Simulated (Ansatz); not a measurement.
# The perfect (8,0) C nanotube, part 3 of 4

Wanted: the relaxed geometry and the bands of the (8,0) C nanotube.

Ansatz 0.2.0; DFT PBE, plane waves, PAW; relaxation of a wire's period (the session's first sound run).

So far, band gap (eV): step 3 (the perfect wire, PBE) 0.583; step 4 (LDA PBE, k-mesh 1×1×15) 0.577; step 5 (PBEsol PBE, k-mesh 1×1×15) 0.560; step 6 (r2SCAN PBE, cutoff 500 eV, k-mesh 1×1×15) 0.636.

### 8. Strain along the wire, period over the relaxed period 0.94, k-mesh 1×1×15

This step: DFT PBE, plane waves, PAW; relaxation at a fixed period (Ansatz 0.2.0).

The period is set to 0.94 times the relaxed one and the atoms relax within it: strain changes bond lengths and angles, which shifts the bands against each other. Against the first PBE run of this kind, the mesh along the wire has 15 points against 19.

The cell differs from the one that the last finished run ended in (c 4.267 → 4.011 Å).

The input, input.yaml:

```yaml
crystal:
  lattice:
    - [13.063, 0.0, 0.0]
    - [0.0, 13.063, 0.0]
    - [0.0, 0.0, 4.01083353]
  atoms:
    - { symbol: C, position: [0.256180312, 0.5, 0.00062471] }
    - { symbol: C, position: [0.32758938, 0.67241062, 0.000629931] }
    - { symbol: C, position: [0.32758938, 0.32758938, 0.000629931] }
    - { symbol: C, position: [0.5, 0.743819688, 0.00062471] }
    - { symbol: C, position: [0.5, 0.256180312, 0.00062471] }
    - { symbol: C, position: [0.67241062, 0.67241062, 0.000629931] }
    - { symbol: C, position: [0.67241062, 0.32758938, 0.000629931] }
    - { symbol: C, position: [0.743819688, 0.5, 0.00062471] }
    - { symbol: C, position: [0.256180312, 0.5, 0.332708623] }
    - { symbol: C, position: [0.32758938, 0.67241062, 0.332703402] }
    - { symbol: C, position: [0.32758938, 0.32758938, 0.332703402] }
    - { symbol: C, position: [0.5, 0.743819688, 0.332708623] }
    - { symbol: C, position: [0.5, 0.256180312, 0.332708623] }
    - { symbol: C, position: [0.67241062, 0.67241062, 0.332703402] }
    - { symbol: C, position: [0.67241062, 0.32758938, 0.332703402] }
    - { symbol: C, position: [0.743819688, 0.5, 0.332708623] }
    - { symbol: C, position: [0.274734773, 0.593308434, 0.500625531] }
    - { symbol: C, position: [0.274734773, 0.406691566, 0.500625531] }
    - { symbol: C, position: [0.406691566, 0.725265227, 0.500625531] }
    - { symbol: C, position: [0.406691566, 0.274734773, 0.500625531] }
    - { symbol: C, position: [0.593308434, 0.725265227, 0.500625531] }
    - { symbol: C, position: [0.593308434, 0.274734773, 0.500625531] }
    - { symbol: C, position: [0.725265227, 0.593308434, 0.500625531] }
    - { symbol: C, position: [0.725265227, 0.406691566, 0.500625531] }
    - { symbol: C, position: [0.274734773, 0.593308434, 0.832707802] }
    - { symbol: C, position: [0.274734773, 0.406691566, 0.832707802] }
    - { symbol: C, position: [0.406691566, 0.725265227, 0.832707802] }
    - { symbol: C, position: [0.406691566, 0.274734773, 0.832707802] }
    - { symbol: C, position: [0.593308434, 0.725265227, 0.832707802] }
    - { symbol: C, position: [0.593308434, 0.274734773, 0.832707802] }
    - { symbol: C, position: [0.725265227, 0.593308434, 0.832707802] }
    - { symbol: C, position: [0.725265227, 0.406691566, 0.832707802] }
kpoints:
  mp_grid: { grid: [1, 1, 15] }
  band_path: { path: ["Γ", Z], npoints: 50 }
scf:
  occupations: { method: fermi_dirac, width: 0.05 }
hamiltonian:
  xc: pbe
relax:
  max_steps: 40
  f_tol: 0.02
output:
  stress: true
```

Run with:

```console
ansatz run input.yaml --threads 8 --pin off --max-ram 16384MiB --backend cpu --events-out ev --progress --plain --runs-dir out
```

Numbers of over 12 decimals in the logs are rounded to 6 here.

The program printed:

```text
Warning: output.stress: scf.convergence.dr2_threshold = 1e-7 eV (the SCF's general default) is looser than the 3.2e-9 eV advised for a printed stress (1e-10 eV for each atom of the cell: 32). What an SCF threshold leaves in a stress goes as its square root, and in the free energy as the threshold itself, and one threshold admits the most on a small cell: [figures from the program's tests cut] Every solve of this run  [...]
[...]
Crystal: 32 atoms, lattice volume = 684.417 Å³
Basis set: ecut = 420 eV, 13397 PW (Γ), exchange–correlation on 180×180×54 points (8 copies of the dense FFT grid, shifted against one another)
Bands: 96, of which v1, the nominal top of the filled ones, is band 64 counted from 1 (63 counted from 0)
Symmetry: 16 space group operations
[...]
k-points: 8 of 15
[...]
SCF iter   1: F=—  HF=-8019.837453 eV  |F-HF|=—  |Δ(HF+E_count)|=         —  Δρ=4.70e-3  dr2=1.19e-1  ethr=1.77e-3  ⟨swp⟩=12.1  Hψ=5183  notcnv=0  defer=96
[...]
SCF iter   6: F=-8019.861441 eV  HF=-8019.861442 eV  |F-HF|=4.41e-7  |Δ(HF+E_count)|=   1.55e-7  Δρ=7.19e-6  dr2=6.39e-7  ethr=2.35e-9  ⟨swp⟩=2.0  Hψ=2350  notcnv=0
SCF 1 converged in 6 iterations: F = -8019.861441 eV  dr2 = 6.39e-7
[...]
relax step   1: F+E_penalty+E_count = -8019.86144117 eV  Δ(F+E_penalty+E_count) = +0.000e0 eV  max|allowed force component| = 1.581e0 eV/Å  Δτ_max = 0.0000 Å  (6 SCF iters, dr2 threshold 1.00e-5 eV, accepted)
[...]
SCF iter   5: F=-8020.241747 eV  HF=-8020.241749 eV  |F-HF|=1.26e-6  |Δ(HF+E_count)|=   1.30e-5  Δρ=1.59e-5  dr2=2.30e-6  ethr=3.54e-8  ⟨swp⟩=4.0  Hψ=2266  notcnv=0
SCF 2 converged in 5 iterations: F = -8020.241747 eV  dr2 = 2.30e-6
[...]
relax step   2: F+E_penalty+E_count = -8020.24174747 eV  Δ(F+E_penalty+E_count) = -3.803e-1 eV  max|allowed force component| = 7.130e-1 eV/Å  Δτ_max = 0.0323 Å  (5 SCF iters, dr2 threshold 1.00e-4 eV, accepted)
SCF iter   1: F=—  HF=-8020.332049 eV  |F-HF|=—  |Δ(HF+E_count)|=         —  Δρ=3.17e-3  dr2=5.41e-2  ethr=4.80e-4  ⟨swp⟩=3.6  Hψ=1727  notcnv=0  defer=184
[...]
SCF iter   5: F=-8020.314787 eV  HF=-8020.314787 eV  |F-HF|=5.82e-8  |Δ(HF+E_count)|=   1.77e-6  Δρ=8.02e-6  dr2=3.53e-7  ethr=5.93e-9  ⟨swp⟩=4.0  Hψ=2120  notcnv=0
SCF 3 converged in 5 iterations: F = -8020.314787 eV  dr2 = 3.53e-7
[...]
relax step   3: F+E_penalty+E_count = -8020.31478710 eV  Δ(F+E_penalty+E_count) = -7.304e-2 eV  max|allowed force component| = 3.276e-2 eV/Å  Δτ_max = 0.0122 Å  (5 SCF iters, dr2 threshold 3.18e-5 eV, accepted)
[...]
relax step   4: F+E_penalty+E_count = -8020.31478719 eV  Δ(F+E_penalty+E_count) = -9.260e-8 eV  max|allowed force component| = 3.272e-2 eV/Å  Δτ_max = 0.0000 Å  (3 SCF iters, accepted)
SCF iter   1: F=—  HF=-8020.316435 eV  |F-HF|=—  |Δ(HF+E_count)|=         —  Δρ=8.13e-4  dr2=4.03e-3  ethr=2.40e-5  ⟨swp⟩=2.4  Hψ=1556  notcnv=0  defer=184
[...]
SCF iter   5: F=-8020.315166 eV  HF=-8020.315166 eV  |F-HF|=3.37e-9  |Δ(HF+E_count)|=   2.16e-7  Δρ=1.66e-6  dr2=1.39e-8  ethr=7.81e-11  ⟨swp⟩=5.0  Hψ=2696  notcnv=0
SCF 5 converged in 5 iterations: F = -8020.315166 eV  dr2 = 1.39e-8
[...]
relax step   5: F+E_penalty+E_count = -8020.31516624 eV  Δ(F+E_penalty+E_count) = -3.790e-4 eV  max|allowed force component| = 1.043e-2 eV/Å  Δτ_max = 0.0029 Å  (5 SCF iters, accepted)
[...]
the band table was solved once a step of the walk had ended and its energy, with any forces and stress, was formed, with the checks that follow a solve (5300 applications of the Hamiltonian). They found nothing against the state; the energy, forces and stress were not computed again (output.eigenvalues in the input reference)
[...]
SCF converged after 5 iterations
Free energy (F): -8020.315166 eV
[...]
Internal energy: -8020.314203 eV  (E = F + TS)
E sigma→0 (E₀):  -8020.314685 eV
Entropy (-TS):   -0.000963 eV (-0.030 meV/atom)
Fermi energy:    0.239158 eV
[...]
--- Forces (eV/Å), atoms counted from 1 ---
  atom   1  C      0.00536220    -0.00000000    -0.01031206
  atom   2  C      0.00382308    -0.00382308    -0.01042537
  atom   3  C      0.00382308     0.00382308    -0.01042537
  atom   4  C      0.00000000    -0.00536220    -0.01031206
  atom   5  C      0.00000000     0.00536220    -0.01031206
  atom   6  C     -0.00382308    -0.00382308    -0.01042537
  atom   7  C     -0.00382308     0.00382308    -0.01042537
  atom   8  C     -0.00536220     0.00000000    -0.01031206
  atom   9  C      0.00536220     0.00000000     0.01031206
  atom  10  C      0.00382308    -0.00382308     0.01042537
  atom  11  C      0.00382308     0.00382308     0.01042537
  atom  12  C      0.00000000    -0.00536220     0.01031206
  atom  13  C      0.00000000     0.00536220     0.01031206
  atom  14  C     -0.00382308    -0.00382308     0.01042537
  atom  15  C     -0.00382308     0.00382308     0.01042537
  atom  16  C     -0.00536220    -0.00000000     0.01031206
  atom  17  C      0.00498686    -0.00199810    -0.00952073
  atom  18  C      0.00498686     0.00199810    -0.00952073
  atom  19  C      0.00199810    -0.00498686    -0.00952073
  atom  20  C      0.00199810     0.00498686    -0.00952073
  atom  21  C     -0.00199810    -0.00498686    -0.00952073
  atom  22  C     -0.00199810     0.00498686    -0.00952073
  atom  23  C     -0.00498686    -0.00199810    -0.00952073
  atom  24  C     -0.00498686     0.00199810    -0.00952073
  atom  25  C      0.00498686    -0.00199810     0.00952073
  atom  26  C      0.00498686     0.00199810     0.00952073
  atom  27  C      0.00199810    -0.00498686     0.00952073
  atom  28  C      0.00199810     0.00498686     0.00952073
  atom  29  C     -0.00199810    -0.00498686     0.00952073
  atom  30  C     -0.00199810     0.00498686     0.00952073
  atom  31  C     -0.00498686    -0.00199810     0.00952073
  atom  32  C     -0.00498686     0.00199810     0.00952073
  max |Σ_I F_I| component: 6.94e-18 eV/Å
--- Stress (GPa, compression-positive) ---
       -0.072152       0.000000       0.000000
        0.000000      -0.072152       0.000000
        0.000000       0.000000      26.372303
  P = ⅓ Tr σ = 8.7427 GPa (87.427 kbar)
--- Band table (eV; the first three rows and the last of 8) ---
  k-point 0: bands = [... 60 lower, -0.4258, -0.4258, -0.0148, -0.0138, 0.4583, 0.8487, 0.8487, 0.8567, ... 28 higher]
  k-point 1: bands = [... 60 lower, -0.4988, -0.4988, -0.3939, -0.3925, 0.7097, 1.1110, 1.1110, 1.2217, ... 28 higher]
  k-point 2: bands = [... 60 lower, -1.0241, -1.0227, -0.7060, -0.7060, 1.2319, 1.6615, 1.6615, 1.8126, ... 28 higher]
  k-point 7: bands = [... 60 lower, -2.6542, -2.6542, -1.9503, -1.9477, 2.3511, 2.3685, 3.2501, 3.2501, ... 28 higher]
--- Relaxed structure (5 steps of the walk, 5 accepted, 0 SCFs on fresh bases) ---
  F+E_penalty+E_count = -8020.31516624 eV   max|allowed force component| = 1.043e-2 eV/Å
  atoms:
    - { symbol: C, position: [0.252731, 0.500000, -0.00250904] }
    - { symbol: C, position: [0.325147, 0.674853, -0.00250527] }
    - { symbol: C, position: [0.325147, 0.325147, -0.00250527] }
    - { symbol: C, position: [0.500000, 0.747269, -0.00250904] }
    - { symbol: C, position: [0.500000, 0.252731, -0.00250904] }
    - { symbol: C, position: [0.674853, 0.674853, -0.00250527] }
    - { symbol: C, position: [0.674853, 0.325147, -0.00250527] }
    - { symbol: C, position: [0.747269, 0.500000, -0.00250904] }
    - { symbol: C, position: [0.252731, 0.500000, 0.335842] }
    - { symbol: C, position: [0.325147, 0.674853, 0.335839] }
    - { symbol: C, position: [0.325147, 0.325147, 0.335839] }
    - { symbol: C, position: [0.500000, 0.747269, 0.335842] }
    - { symbol: C, position: [0.500000, 0.252731, 0.335842] }
    - { symbol: C, position: [0.674853, 0.674853, 0.335839] }
    - { symbol: C, position: [0.674853, 0.325147, 0.335839] }
    - { symbol: C, position: [0.747269, 0.500000, 0.335842] }
    - { symbol: C, position: [0.271545, 0.594630, 0.497490] }
    - { symbol: C, position: [0.271545, 0.405370, 0.497490] }
    - { symbol: C, position: [0.405370, 0.728455, 0.497490] }
    - { symbol: C, position: [0.405370, 0.271545, 0.497490] }
    - { symbol: C, position: [0.594630, 0.728455, 0.497490] }
    - { symbol: C, position: [0.594630, 0.271545, 0.497490] }
    - { symbol: C, position: [0.728455, 0.594630, 0.497490] }
    - { symbol: C, position: [0.728455, 0.405370, 0.497490] }
    - { symbol: C, position: [0.271545, 0.594630, 0.835843] }
    - { symbol: C, position: [0.271545, 0.405370, 0.835843] }
    - { symbol: C, position: [0.405370, 0.728455, 0.835843] }
    - { symbol: C, position: [0.405370, 0.271545, 0.835843] }
    - { symbol: C, position: [0.594630, 0.728455, 0.835843] }
    - { symbol: C, position: [0.594630, 0.271545, 0.835843] }
    - { symbol: C, position: [0.728455, 0.594630, 0.835843] }
    - { symbol: C, position: [0.728455, 0.405370, 0.835843] }
```

Wall time 41 s (8 threads of Arm Neoverse V2, shared host); peak memory 3.6 GiB.

Relaxation path:

```tsv
step	energy less that of the first step (eV)	largest force component (eV/Å)
1	0.0000	1.5813
2	-0.3803	0.7130
3	-0.4533	0.0328
4	-0.4533	0.0327
5	-0.4537	0.0104
```

Forces are held to the 16 operations that the run works with; a distortion that breaks them can't arise in this run.

The atoms that moved most (Å):

```tsv
atom	dx	dy	dz	length
C14	0.032	0.032	0.013	0.047
C6	0.032	0.032	-0.013	0.047
C15	0.032	-0.032	0.013	0.047
C10	-0.032	0.032	0.013	0.047
C7	0.032	-0.032	-0.013	0.047
C2	-0.032	0.032	-0.013	0.047
C11	-0.032	-0.032	0.013	0.047
C3	-0.032	-0.032	-0.013	0.047
```

Final coordinates:

```xyz
32
Lattice="13.0630 0.0000 0.0000 0.0000 13.0630 0.0000 0.0000 0.0000 4.0108" Properties=species:S:1:pos:R:3
C     3.3014    6.5315   -0.0101
C     4.2474    8.8156   -0.0100
C     4.2474    4.2474   -0.0100
C     6.5315    9.7616   -0.0101
C     6.5315    3.3014   -0.0101
C     8.8156    8.8156   -0.0100
C     8.8156    4.2474   -0.0100
C     9.7616    6.5315   -0.0101
C     3.3014    6.5315    1.3470
C     4.2474    8.8156    1.3470
C     4.2474    4.2474    1.3470
C     6.5315    9.7616    1.3470
C     6.5315    3.3014    1.3470
C     8.8156    8.8156    1.3470
C     8.8156    4.2474    1.3470
C     9.7616    6.5315    1.3470
C     3.5472    7.7676    1.9954
C     3.5472    5.2954    1.9954
C     5.2954    9.5158    1.9954
C     5.2954    3.5472    1.9954
C     7.7676    9.5158    1.9954
C     7.7676    3.5472    1.9954
C     9.5158    7.7676    1.9954
C     9.5158    5.2954    1.9954
C     3.5472    7.7676    3.3524
C     3.5472    5.2954    3.3524
C     5.2954    9.5158    3.3524
C     5.2954    3.5472    3.3524
C     7.7676    9.5158    3.3524
C     7.7676    3.5472    3.3524
C     9.5158    7.7676    3.3524
C     9.5158    5.2954    3.3524
```

This step gave:

* energy at zero smearing: -8020.3147 eV
* band gap: 0.4722 eV

Electronic bands along the path, in eV, zero at the Fermi level:

```tsv
point	band 61	band 62	band 63	band 64	band 65	band 66	band 67	band 68
Γ	-0.67	-0.67	-0.25	-0.25	0.22	0.61	0.61	0.62
halfway	-2.40	-2.40	-1.54	-1.54	1.92	1.92	1.99	2.50
Z	-3.09	-3.09	-2.18	-2.18	2.10	2.11	3.22	3.22
```

The gap is 0.472 eV, against 0.583 eV under PBE at the relaxed period.

### 9. At a strained period, period over the relaxed period 1.03, k-mesh 1×1×14

The period is set to 1.03 times the relaxed one and the atoms relax within it: strain changes bond lengths and angles, which shifts the bands against each other. Against the first PBE run of this kind, the mesh along the wire has 14 points against 19.

The cell differs from the one that the last finished run ended in (c 4.011 → 4.395 Å).

Edit input.yaml of step 8 so:

```diff
@@ -4,3 +4,3 @@
     - [0.0, 13.063, 0.0]
-    - [0.0, 0.0, 4.01083353]
+    - [0.0, 0.0, 4.3948495063]
   atoms:
@@ -39,3 +39,3 @@
 kpoints:
-  mp_grid: { grid: [1, 1, 15] }
+  mp_grid: { grid: [1, 1, 14] }
   band_path: { path: ["Γ", Z], npoints: 50 }
```

The program printed:

```text
[...]
Crystal: 32 atoms, lattice volume = 749.946 Å³
Basis set: ecut = 420 eV, 14599 PW (Γ), exchange–correlation on 180×180×60 points (8 copies of the dense FFT grid, shifted against one another)
Bands: 96, of which v1, the nominal top of the filled ones, is band 64 counted from 1 (63 counted from 0)
Symmetry: 16 space group operations
[...]
- { symbol: C, position: [0.671510, 0.671510, 0.00142849] }
    - { symbol: C, position: [0.671510, 0.328490, 0.00142849] }
    - { symbol: C, position: [0.742549, 0.500000, 0.001422] }
[...]
- { symbol: C, position: [0.592821, 0.724090, 0.831908] }
    - { symbol: C, position: [0.592821, 0.275910, 0.831908] }
    - { symbol: C, position: [0.724090, 0.592821, 0.831908] }
    - { symbol: C, position: [0.724090, 0.407179, 0.831908] }
[key lines of the parts left out:]
SCF converged after 4 iterations
Free energy (F): -8023.013727 eV
Fermi energy:    -0.125959 eV
P = ⅓ Tr σ = -3.6391 GPa (-36.391 kbar)
```

Elapsed: 42 s, on 8 threads; peak memory 3.9 GiB.

Relaxation path:

```tsv
step	energy less that of the first step (eV)	largest force component (eV/Å)
1	0.0000	0.2773
2	-0.0340	0.1211
3	-0.0369	0.0285
4	-0.0371	0.0024
```

Forces are held to the 16 operations that the run works with; a distortion that breaks them can't arise in this run.

The atoms that moved most (Å):

```tsv
atom	dx	dy	dz	length
C14	-0.012	-0.012	-0.004	0.017
C6	-0.012	-0.012	0.004	0.017
C10	0.012	-0.012	-0.004	0.017
C15	-0.012	0.012	-0.004	0.017
C7	-0.012	0.012	0.004	0.017
C2	0.012	-0.012	0.004	0.017
C11	0.012	0.012	-0.004	0.017
C3	0.012	0.012	0.004	0.017
```

The relaxed structure:

```xyz
32
Lattice="13.0630 0.0000 0.0000 0.0000 13.0630 0.0000 0.0000 0.0000 4.3948" Properties=species:S:1:pos:R:3
C     3.3631    6.5315    0.0062
C     4.2911    8.7719    0.0063
C     4.2911    4.2911    0.0063
C     6.5315    9.6999    0.0062
C     6.5315    3.3631    0.0062
C     8.7719    8.7719    0.0063
C     8.7719    4.2911    0.0063
C     9.6999    6.5315    0.0062
C     3.3631    6.5315    1.4587
C     4.2911    8.7719    1.4587
C     4.2911    4.2911    1.4587
C     6.5315    9.6999    1.4587
C     6.5315    3.3631    1.4587
C     8.7719    8.7719    1.4587
C     8.7719    4.2911    1.4587
C     9.6999    6.5315    1.4587
C     3.6042    7.7440    2.2037
C     3.6042    5.3190    2.2037
C     5.3190    9.4588    2.2037
C     5.3190    3.6042    2.2037
C     7.7440    9.4588    2.2037
C     7.7440    3.6042    2.2037
C     9.4588    7.7440    2.2037
C     9.4588    5.3190    2.2037
C     3.6042    7.7440    3.6561
C     3.6042    5.3190    3.6561
C     5.3190    9.4588    3.6561
C     5.3190    3.6042    3.6561
C     7.7440    9.4588    3.6561
C     7.7440    3.6042    3.6561
C     9.4588    7.7440    3.6561
C     9.4588    5.3190    3.6561
```

This step gave:

| Quantity | Value |
| --- | --- |
| energy at zero smearing | -8023.0130 eV |
| band gap | 0.4296 eV |

The gap is 0.430 eV, against 0.583 eV under PBE at the relaxed period.

(Continued in part 4 of 4.)

[Logs are printed without paths, hosts, clocks, repeated set-up lines and the standing remarks that a program may print on its own settings, such as how far it seeks lower states.]

[Hosts, paths, dates, database ids (printed as entryN), source tags and the programs' standing remarks are cut or masked in the printed files.]
